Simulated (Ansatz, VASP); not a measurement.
# Cross-check of Ga36HN35 (H_N) between VASP and Ansatz

Wanted: the spread between two codes on one cell, functional and k mesh. The cell is taken from a series of runs on this material, whose earlier steps may have relaxed, scaled, displaced or heated it; both programs get it as it stands.

Program: Ansatz 0.2.0. Level of theory: plane waves, with VASP 6.6.1 beside it; single point at r2SCAN. Results are calculated unless marked as measured.

## (1) Starting point

The cell holds 72 atoms: 36 Ga, 35 N and 1 H. Cell: a = 9.550 Å, b = 9.550 Å, c = 10.368 Å, α = 90.0°, β = 90.0°, γ = 120.0°. It derives from GaN (GaN (P6_3mc)). Nearest the centre at fractional (0.556, 0.444, 0.438): H72 at 0.17 Å, Ga18 at 2.08 Å, Ga14 at 2.14 Å, Ga30 at 2.16 Å, Ga17 at 2.26 Å, N49 at 3.17 Å, N64 at 3.17 Å, N56 at 3.17 Å. The cell carries charge +3.

Structure file:

```cif
data_structure
_symmetry_space_group_name_H-M 'P 1'
_symmetry_Int_Tables_number 1
_cell_length_a 9.5498
_cell_length_b 9.5498
_cell_length_c 10.3677
_cell_angle_alpha 90.000
_cell_angle_beta 90.000
_cell_angle_gamma 120.000
_cell_volume 818.84
loop_
_atom_site_label
_atom_site_type_symbol
_atom_site_fract_x
_atom_site_fract_y
_atom_site_fract_z
_atom_site_occupancy
Ga1 Ga 0.22045 0.11015 0.24917 1
Ga2 Ga 0.10886 0.22155 0.50093 1
Ga3 Ga 0.21984 0.10987 0.75098 1
Ga4 Ga 0.10936 0.22257 0.00028 1
Ga5 Ga 0.22062 0.44307 0.24908 1
Ga6 Ga 0.11204 0.55608 0.50018 1
Ga7 Ga 0.22055 0.44291 0.75048 1
Ga8 Ga 0.11029 0.55617 0.00048 1
Ga9 Ga 0.22236 0.77721 0.24983 1
Ga10 Ga 0.11114 0.88914 0.50000 1
Ga11 Ga 0.22227 0.77706 0.75032 1
Ga12 Ga 0.11037 0.88920 0.00070 1
Ga13 Ga 0.55636 0.11003 0.24900 1
Ga14 Ga 0.43270 0.20055 0.50667 1
Ga15 Ga 0.55685 0.10964 0.75097 1
Ga16 Ga 0.44231 0.21999 0.99693 1
Ga17 Ga 0.55487 0.44429 0.22030 1
Ga18 Ga 0.43659 0.56257 0.50475 1
Ga19 Ga 0.55522 0.44435 0.75108 1
Ga20 Ga 0.44201 0.55744 0.99682 1
Ga21 Ga 0.55636 0.77888 0.24911 1
Ga22 Ga 0.44335 0.88777 0.50013 1
Ga23 Ga 0.55637 0.77889 0.75063 1
Ga24 Ga 0.44330 0.88941 0.00047 1
Ga25 Ga 0.88880 0.11064 0.24988 1
Ga26 Ga 0.77777 0.22149 0.50126 1
Ga27 Ga 0.88898 0.11057 0.75064 1
Ga28 Ga 0.77693 0.22233 0.00042 1
Ga29 Ga 0.88944 0.44308 0.24893 1
Ga30 Ga 0.80209 0.56815 0.50765 1
Ga31 Ga 0.89005 0.44246 0.75138 1
Ga32 Ga 0.77946 0.55709 0.99724 1
Ga33 Ga 0.88930 0.77908 0.24929 1
Ga34 Ga 0.77767 0.89043 0.50109 1
Ga35 Ga 0.88973 0.77982 0.75141 1
Ga36 Ga 0.77674 0.89003 0.00052 1
N37 N 0.22173 0.11244 0.43735 1
N38 N 0.11057 0.22199 0.18793 1
N39 N 0.22100 0.11075 0.93810 1
N40 N 0.11067 0.22179 0.68819 1
N41 N 0.22241 0.44327 0.43753 1
N42 N 0.11066 0.55534 0.18846 1
N43 N 0.22096 0.44444 0.93785 1
N44 N 0.11083 0.55513 0.68768 1
N45 N 0.22164 0.77787 0.43808 1
N46 N 0.11073 0.88869 0.18846 1
N47 N 0.22159 0.77791 0.93805 1
N48 N 0.11083 0.88869 0.68762 1
N49 N 0.55604 0.11278 0.43762 1
N50 N 0.44321 0.22047 0.18865 1
N51 N 0.55504 0.11085 0.93818 1
N52 N 0.44462 0.22269 0.68880 1
N53 N 0.44313 0.55623 0.18824 1
N54 N 0.55491 0.44467 0.93979 1
N55 N 0.44461 0.55490 0.68858 1
N56 N 0.55606 0.77680 0.43755 1
N57 N 0.44422 0.88877 0.18845 1
N58 N 0.55502 0.77852 0.93804 1
N59 N 0.44434 0.88871 0.68760 1
N60 N 0.88817 0.11108 0.43795 1
N61 N 0.77744 0.22201 0.18817 1
N62 N 0.88825 0.11114 0.93816 1
N63 N 0.77770 0.22179 0.68837 1
N64 N 0.88696 0.44331 0.43754 1
N65 N 0.77883 0.55619 0.18906 1
N66 N 0.88867 0.44448 0.93850 1
N67 N 0.77714 0.55502 0.68921 1
N68 N 0.88729 0.77799 0.43756 1
N69 N 0.77751 0.88879 0.18813 1
N70 N 0.88872 0.77851 0.93843 1
N71 N 0.77761 0.88875 0.68840 1
H72 H 0.54663 0.44796 0.45127 1
```

## (2) Ansatz: single point, r2SCAN

Ansatz runs on its PAW soft_1 files.

With cell and atoms fixed, the geometry can't cause a difference; cores, projectors, grids and the points listed under the comparison can.

input.yaml

```yaml
crystal:
  checkpoint: "../qp3_M1.relax.run"
  host: checkpoint
total_charge: 3
basis:
  ecutwfc: 500
  xc_grid: 2
hamiltonian:
  xc: r2scan
  pseudopotentials: { kind: paw, azcp: { folder: soft_1 } }
kpoints:
  mp_grid: { grid: [2, 2, 2], shift: [0.5, 0.5, 0.5] }
magnetization:
  spin_polarized: true
  initial_magnetization: 1
  spin_locking: { lock_magnetization: hard }
scf:
  occupations: { method: fixed }
  max_iter: 60
output:
  forces: true
  charged_corrections:
    epsilon: [5.83, 5.83, 6.02]
    static_epsilon: [10.1, 10.1, 11.19]
    defect_position: [0.555556, 0.444444, 0.437947]
  eigenvalues: true
  eigenstates: { localisation: true }
  efg: {}
checkpoint:
  read: "../qp3_M1.relax.run"
  write: "../qp3_M1.semi.run"
  compress: false
  write_wavefunctions: false
  write_every: 100000
```

The run is started by

```
> ansatz run input.yaml --threads 32 --pin off --max-ram 84787MiB --backend cuda --events-out ev --progress --plain --runs-dir out --max-vram 78GiB
```

Numbers of over 12 decimals in the logs are rounded to 6 here.

Output:

```text
Warning: This run holds its total moment fixed (magnetization.spin_locking.lock_magnetization: hard) and mixes its density by anderson or broyden (scf.mixing.algorithm, typed or taken by auto). Slabs with a fixed moment have converged under broyden above another state at the same moment, at the default mixing steps and at smaller ones, and under scf.lower_state_search: standard, light or off a state that such a mixer
crystal.checkpoint: the structure is that of <dir>, a `relax` run, at its step 10: its result, under r2scan at a charge of 3 e; 72 atoms read, 0 with a starting moment; crystal.structure_sha256 for this input is
Engine: ansatz 0.2.0, aarch64-unknown-linux-gnu
Pseudopotentials: kind: paw
Pseudopotential: Ga, paw, valence charge 13, recommended cutoff 500 eV (meta_gga), soft_1/Ga.paw.azcp
Pseudopotential: N, paw, valence charge 5, recommended cutoff 500 eV (meta_gga), soft_1/N.paw.azcp
Pseudopotential: H, paw, valence charge 1, recommended cutoff 500 eV (meta_gga), soft_1/H.paw.azcp
Functional definition: r2SCAN
  parameter k0 = 0.174
  parameter k1 = 0.065
  parameter a1 = 4.9479
  exchange = r2scan_x(k0 = k0, k1 = k1, a1 = a1)
  correlation = r2scan_c
device memory: the entry about to start is reckoned to put 25.1 GiB on a device that reports 170.1 GiB free (of which the cap on the GPU budget leaves the run 78.0 GiB)
GPU FFT provider: cuFFT
GPU libraries: cuBLAS 13.8.1, cuFFT 12.4.0, cuSOLVER 12.3.2
GPU matrix products: emulated (plane waves: as basis.precision tells), large ones in fixed point in workspaces of 1.00 GiB
Crystal: 72 atoms, lattice volume = 818.845 Å³
Basis set: ecut = 500 eV, 20899 PW (Γ), exchange–correlation on 144×144×160 points (8 copies of the dense FFT grid, shifted against one another)
Bands: 393, of which v1, the nominal top of the filled ones, is band 321 counted from 1 (320 counted from 0)
Symmetry: 1 space group operations
Space group: P1 (ITA 1), of the structure as read, at distance tolerance 9.4e-5 Å
Magnetic group: BNS 1.1 (UNI 1), of the structure as read, at distance tolerance 9.4e-5 Å
k-points: 4 of 8 (time reversal used)
Non-local potential: Ga, projectors of the file, l = 0: 2, l = 1: 2, l = 2: 3, l = 3: 1
Non-local potential: N, projectors of the file, l = 0: 2, l = 1: 2, l = 2: 1
Non-local potential: H, projectors of the file, l = 0: 2, l = 1: 1
PAW form: soft (Blöchl's): semilocal exchange-correlation on the pseudo side does not see the compensation charge
PAW frozen core: Ga, regenerated for the run's functional (the file was generated under x = pbe(κ = 0.804, μ = 0.219515), c = pbe(β = 0.066725))
PAW frozen core: N, regenerated for the run's functional (the file was generated under x = pbe(κ = 0.804, μ = 0.219515), c = pbe(β = 0.066725))
PAW one-centre angular grid: Ga, 590 points (default); XC on 160 Gauss nodes
PAW one-centre angular grid: N, 302 points (default); XC on 160 Gauss nodes
PAW one-centre angular grid: H, 302 points (default); XC on 160 Gauss nodes
Initial density: read from a saved state, or passed on in memory by an earlier SCF of this step, an earlier step, the calling program or the single point that the run made first
Stability of the state it starts from, as read at its close in the collinear treatment: not read, because the mixer in use, unlike msr1, does not test its closes by its own steps (another_mixer); its run was given moments
Starting moments: Σ|m| = 1 μB on 72 of 72 sites; this step starts from the density that it was given
Initial wavefunctions: pseudopotential atomic-orbital guess — the wavefunctions supplied were not used: k-point sampling differs
GPU buffer pool allocated for 414720 grid points (all kernels)
GPU transforms: local potential: pruned to the plane-wave sphere, on 72×72×75; band sums: pruned to the plane-wave sphere, on 72×72×80
Functional: x = r2scan, c = r2scan; τ floored in thin density (d = 2e-4 eV/Å³)
iter 1 solved again at ethr=6.06e-6 eV; its pass at ethr=3.10e-3 eV (dr2=3.89e-2 eV) is discarded
SCF iter   1: F=—  HF=-150008.867462 eV  |Δ(HF+E_count)|=         —  Δρ=1.86e-3 (↑1.28e-3 ↓1.86e-3)  dr2=3.99e-2  dr2_τ=7.20e-4  dr2_m=9.79e-3  M=1.000 μB ∫|m|=1.236 μB  Hψ=15225
preconditioner: auto → Resta (q_TF=auto, 2.619 Å⁻¹)  ε∞=4.6  [insulator: Δε(μ)=0.103 eV  Ē_g=17.405 eV  n_scr=236 (ndim 8)  ℏωp=32.9 eV  f_vac=0.012  ε∞_Penn≈4.6]
spin=Collinear: Resta preconditioning applied to the charge; magnetization (m = ρ↑ − ρ↓) channel mixes plain (no charge-response kernel on spin).
SCF iter   2: F=—  HF=-150008.873364 eV  |Δ(HF+E_count)|=   5.90e-3  Δρ=7.56e-4 (↑7.09e-4 ↓7.56e-4)  dr2=1.49e-2  dr2_τ=7.95e-5  dr2_m=9.32e-5  M=1.000 μB ∫|m|=1.236 μB  Hψ=5180  κ⁻¹=1.0e0(r=1)
SCF iter   3: F=—  HF=-150008.876602 eV  |Δ(HF+E_count)|=   3.24e-3  Δρ=4.32e-4 (↑4.32e-4 ↓4.29e-4)  dr2=4.62e-3  dr2_τ=1.43e-5  dr2_m=5.81e-6  M=1.000 μB ∫|m|=1.236 μB  Hψ=3427  κ⁻¹=9.9e-2(r=2)
SCF iter   4: F=—  HF=-150008.879924 eV  |Δ(HF+E_count)|=   3.32e-3  Δρ=2.08e-4 (↑2.08e-4 ↓2.07e-4)  dr2=1.12e-3  dr2_τ=5.82e-6  dr2_m=4.69e-6  M=1.000 μB ∫|m|=1.236 μB  Hψ=4136  κ⁻¹=1.4e-2(r=3)
SCF iter   5: F=—  HF=-150008.874623 eV  |Δ(HF+E_count)|=   5.30e-3  Δρ=7.38e-5 (↑7.38e-5 ↓6.25e-5)  dr2=1.07e-4  dr2_τ=7.31e-7  dr2_m=5.35e-6  M=1.000 μB ∫|m|=1.236 μB  Hψ=5136  κ⁻¹=2.5e-3(r=4)
SCF iter   6: F=—  HF=-150008.874674 eV  |Δ(HF+E_count)|=   5.16e-5  Δρ=4.46e-5 (↑4.42e-5 ↓4.46e-5)  dr2=3.89e-5  dr2_τ=2.76e-7  dr2_m=2.53e-7  M=1.000 μB ∫|m|=1.236 μB  Hψ=4783  κ⁻¹=8.0e-4(r=5)
SCF iter   7: F=—  HF=-150008.877173 eV  |Δ(HF+E_count)|=   2.50e-3  Δρ=2.58e-5 (↑2.05e-5 ↓2.58e-5)  dr2=9.69e-6  dr2_τ=7.35e-8  dr2_m=2.30e-7  M=1.000 μB ∫|m|=1.236 μB  Hψ=4927  κ⁻¹=1.3e-4(r=6)
SCF iter   8: F=—  HF=-150008.877180 eV  |Δ(HF+E_count)|=   6.64e-6  Δρ=8.79e-6 (↑8.79e-6 ↓7.37e-6)  dr2=1.46e-6  dr2_τ=1.18e-8  dr2_m=2.83e-8  M=1.000 μB ∫|m|=1.236 μB  Hψ=5034  κ⁻¹=4.4e-5(r=7)
SCF iter   9: F=—  HF=-150008.877181 eV  |Δ(HF+E_count)|=   6.00e-7  Δρ=3.33e-6 (↑3.33e-6 ↓3.27e-6)  dr2=2.08e-7  dr2_τ=1.86e-9  dr2_m=4.76e-9  M=1.000 μB ∫|m|=1.236 μB  Hψ=5160  κ⁻¹=8.6e-6(r=8)
SCF iter  10: F=-150008.877181 eV  HF=-150008.877181 eV  |Δ(HF+E_count)|=   5.99e-8  Δρ=2.17e-6 (↑2.17e-6 ↓2.16e-6)  dr2=8.68e-8  dr2_τ=5.50e-10  dr2_m=4.19e-10  M=1.000 μB ∫|m|=1.236 μB  Hψ=14543
SCF 1 converged in 10 iterations: F = -150008.877181 eV  dr2 = 8.68e-8
  greatest PAW one-centre occupation: 0.994 electrons in one spin orbital (limit 2), on the Ga atom at site 32 (counted from 0), in its partial waves of l = 2
this state was not tested for a lower state beside it, because the mixer in use, unlike msr1, does not test its closes by its own steps (another_mixer; see scf.mixing.algorithm and scf.lower_state_search)
SCF converged after 10 iterations
Magnetization: 1.0000 μB (321.0000 up, 320.0000 down)
Absolute magnetization: 1.2370 μB (∫|ρ↑−ρ↓|, with the PAW one-centre terms)
Spin contamination: 0.0010 ħ² per cell (⟨S²⟩ above its minimum at these occupations)
Per-site moments (μB) at R_I (Å): [(0.000975325, 0.798881), (0.000478218, 0.799609), (0.00723338, 0.781408), (0.030135, 0.798287), (0.000907884, 0.800248), (0.00188717, 0.799756), (0.039283, 0.795876), (0.034115, 0.800012), (0.000979422, 0.798287
Free energy (F): -150008.877181 eV
Harris-Foulkes:  -150008.877181 eV  (|F-HF|=5.34e-8)
Internal energy: -150008.877181 eV  (E = F + TS)
E sigma→0 (E₀):  -150008.877181 eV
Fermi energy:    9.135973 (↑ 9.157686, ↓ 9.114259) eV
--- Per-component energies (eV) ---
  E_band       = -626.173555
  E_kinetic    = 8498.877559
  E_local      = -51557.571862  (includes V_loc(G=0)·N_el)
  E_nonlocal   = -1948.272936
  E_hartree    = 32643.020238
  E_xc         = -4089.479889
  E_vxc        = -4925.045581  (∫ρ·V_xc dr)
  E_paw        = -76956.116101  (= ΣΔE_a)
  E_vpaw       = -16248.095178  (= ΣTr[D̂ρ^β])
  E_aug_tail   = 0.000835  (compensation charges beyond the density's cutoff)
  E_vtau       = 267.868205  (kinetic-family band-sum trace: ∫τ·v_τ [+ j·A + Jᵃ·Aᵃ] dr)
  E_ewald      = -56574.789904
  E_core_change = -24.545120  (= ΣΔE_core)
  E_smearing   = -0.000000  (= −TS)
  E_closure    = -0.000000  (closes the sum)
  E_deformation_potential = 53.991991  (in the stress; not in F)
  Σ components = -150008.877181   (vs F -150008.877181, Δ=0.00e0)
--- Forces (eV/Å), atoms counted from 1 ---
  atom   1  Ga    -0.05502306     0.01266768    -0.06321242
  atom   2  Ga     0.00143123     0.00067444     0.01235558
  atom   3  N     -0.00156614     0.01934637     0.01823681
  atom   4  N      0.03885203    -0.00595901     0.01394776
  atom   5  Ga    -0.01340670     0.00829693     0.00851737
  atom   6  Ga     0.12256240    -0.06872003     0.00038731
  [... 66 more lines of this table ...]
  max |Σ_I F_I| component: 1.02e-2 eV/Å
--- PAW observables at the nuclei: V_zz in 10²¹ V/m², potentials from the cell's mean, atoms counted from 1 ---
  atom   1  Ga V_zz =    +1.270638   η = 0.9433   by run symmetry: allowed
            electrostatic potential = -4135.231578 V   contact ρ = 191343.809718 e/Å³   contact ρ_s (e/Å³): all electrons -0.177699, valence -0.175829
  atom   2  Ga V_zz =    +1.197134   η = 0.7690   by run symmetry: allowed
            electrostatic potential = -4135.239876 V   contact ρ = 191343.808547 e/Å³   contact ρ_s (e/Å³): all electrons -0.122090, valence -0.120424
  atom   3  N  V_zz =    +1.099178   η = 0.8247   by run symmetry: allowed
            electrostatic potential = -517.513074 V   contact ρ = 1412.408695 e/Å³   contact ρ_s (e/Å³): all electrons +0.001420, valence +0.012545
  [... 138 more lines of this table ...]
--- Charged-cell corrections in eV (Makov–Payne, q = +3.000 e, ε = [5.830, 5.830, 6.020] of the electrons, [10.100, 10.100, 11.190] with the ions) ---
  F (periodic)     = -150008.877181  (uncorrected; the corrections below are reported, never added to it)
  E_corr1          = +3.340257  (monopole, q²α_M/2ε̄L, of the cell on which ε is isotropic)
  F Makov-Payne    = n/a  (the rows are of the electrons' constant alone; ansatz place-levels tells what screens the charge)
  no potential alignment in this run, which stands beside a crystal: run the host's input off ansatz write-host-input, and read the two finished runs by ansatz place-levels (neither reads a slab, a wire or a sheet, whose cell leaves a vacuum)
--- Band table (eV; the first three rows and the last of 8) ---
  k-point 0 ↑: bands = ["-7.2584", "-7.0928", "-7.0347", "-6.9848", "-6.8556", "-6.7918", "-6.7269", "-6.7109", "-6.6704", "-6.6236", "-6.6115", "-6.5821", "-6.5650", "-6.5422", "-6.5240", "-6.4885", 
  k-point 1 ↑: bands = ["-7.2582", "-7.0937", "-7.0345", "-6.9844", "-6.8544", "-6.7922", "-6.7276", "-6.7103", "-6.6707", "-6.6264", "-6.6100", "-6.5823", "-6.5634", "-6.5428", "-6.5237", "-6.4890", 
  k-point 2 ↑: bands = ["-7.3731", "-7.0911", "-6.9759", "-6.8933", "-6.8317", "-6.7865", "-6.7184", "-6.6944", "-6.6797", "-6.6610", "-6.6036", "-6.5701", "-6.5631", "-6.5350", "-6.5287", "-6.5038", 
  k-point 3 ↓: bands = ["-7.3429", "-7.0612", "-6.9507", "-6.8731", "-6.8044", "-6.7469", "-6.7066", "-6.6699", "-6.6601", "-6.6250", "-6.5797", "-6.5501", "-6.5325", "-6.5161", "-6.4917", "-6.4776",
```

In the SCF lines HF is the Harris–Foulkes energy and dr2 the Hartree energy of the density residual, in eV; the loop may stop once dr2 is under the threshold and the program's other checks hold. Hψ counts applications of the Hamiltonian.

[end of part 1 of 2]

[Lines on the potential files, build, host, timing and source positions are cut from VASP's logs without a mark.]

[Logs are printed without paths, hosts, clocks, repeated set-up lines and the standing remarks that a program may print on its own settings, such as how far it seeks lower states.]

[Hosts, paths, dates, database ids (printed as entryN), source tags and the programs' standing remarks are cut or masked in the printed files.]
